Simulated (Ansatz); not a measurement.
Crystal: Si2Mo.

```
CELL_PARAMETERS angstrom
-1.60000 1.60000 3.93050
1.60000 -1.60000 3.93050
1.60000 1.60000 -3.93050
ATOMIC_POSITIONS crystal
Mo 0.00000 0.00000 0.00000
Si 0.66700 0.66700 0.00000
Si 0.33300 0.33300 0.00000
```

```yaml
Program: Ansatz 0.2.0
Task: relaxation of cell and atoms
Functional: PBE
Dispersion: D4
Potentials_or_basis: Ansatz PAW
Cutoff: "420 eV (not typed: the program's choice for these potentials)"
k_mesh: 12 × 12 × 12
Occupations: fermi-dirac, width 0.05 eV
Spin: no spin polarisation
```

At the start: volume 13.42 Å³/atom.

Problem. Where does the relaxation end?

Solution. It ends after 5 steps and the volume is 13.19 Å³/atom (-1.7 %); space group I4/mmm (No. 139, to 0.05 Å).

Step by step:
```tsv
step	energy change (eV)	largest force (eV/Å)	volume (Å³)
1	0.0000	0.2883	40.25
2	-0.0121	0.0017	39.34
3	-0.0129	0.0096	39.57
4	-0.0129	0.0036	39.56
5	-0.0127	0.0035	39.56
```

Final structure:
```
Mo Si
1.0
    -1.59196    1.59196    3.90283
     1.59196   -1.59196    3.90283
     1.59196    1.59196   -3.90283
Mo Si
1 2
Direct
  0.00000 0.00000 0.00000
  0.66532 0.66532 0.00000
  0.33468 0.33468 0.00000
```

Caveat: the plane-wave basis is chosen anew once the cell has moved, so the energies of steps on either side of that aren't comparable.
